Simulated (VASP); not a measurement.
Input of a VASP 6.6.1 run:

File INCAR:

```
ALGO     = Fast           # electronic algorithm
EDIFF    = 1E-6           # SCF threshold, eV
ENCUT    = 550            # plane-wave cutoff, eV
GGA      = PE             # functional
ISIF     = 2              # what is computed and relaxed
ISMEAR   = -1             # smearing method
LASPH    = T              # aspherical terms in the spheres
LCHARG   = F              # write CHGCAR
LMAXMIX  = 4              # l up to which the mixer works
LREAL    = F              # projectors in reciprocal space
LWAVE    = F              # write WAVECAR
NELM     = 60             # most SCF steps
PREC     = Accurate       # precision mode
SIGMA    = 0.05           # smearing width, eV
```

Contents of KPOINTS:

```
k-points
0
Gamma
  11 11 11
```

File POSCAR:

```
Ag
1.0
    0.0000000000      2.0427500000      2.0427500000
    2.0427500000      0.0000000000      2.0427500000
    2.0427500000      2.0427500000      0.0000000000
Ag
1
Direct
    0.0000000000      0.0000000000      0.0000000000
```

The input KPOINTS_OPT:

```
path GXWKGLUWLK,UX
20
line-mode
reciprocal
 0.0000000000  0.0000000000  0.0000000000  G
 0.5000000000  0.0000000000  0.5000000000  X

 0.5000000000  0.0000000000  0.5000000000  X
 0.5000000000  0.2500000000  0.7500000000  W

 0.5000000000  0.2500000000  0.7500000000  W
 0.3750000000  0.3750000000  0.7500000000  K

 0.3750000000  0.3750000000  0.7500000000  K
 0.0000000000  0.0000000000  0.0000000000  G

 0.0000000000  0.0000000000  0.0000000000  G
 0.5000000000  0.5000000000  0.5000000000  L

 0.5000000000  0.5000000000  0.5000000000  L
 0.6250000000  0.2500000000  0.6250000000  U

 0.6250000000  0.2500000000  0.6250000000  U
 0.5000000000  0.2500000000  0.7500000000  W

 0.5000000000  0.2500000000  0.7500000000  W
 0.5000000000  0.5000000000  0.5000000000  L

 0.5000000000  0.5000000000  0.5000000000  L
 0.3750000000  0.3750000000  0.7500000000  K

 0.6250000000  0.2500000000  0.6250000000  U
 0.5000000000  0.0000000000  0.5000000000  X
```

Potentials or basis: VASP PAW PBE potentials, release 64 (Ag_GW).

The run is started by

```console
$ cat potpaw_PBE.64/Ag_GW/POTCAR > POTCAR
$ mpirun -np 1 vasp_std > vasp.out
```

(1) What does it give for the band gap along the path?

(2) What does it give for the pressure?

Answers

(1) none (metal or under the smearing width).

(2) 4.1 GPa.
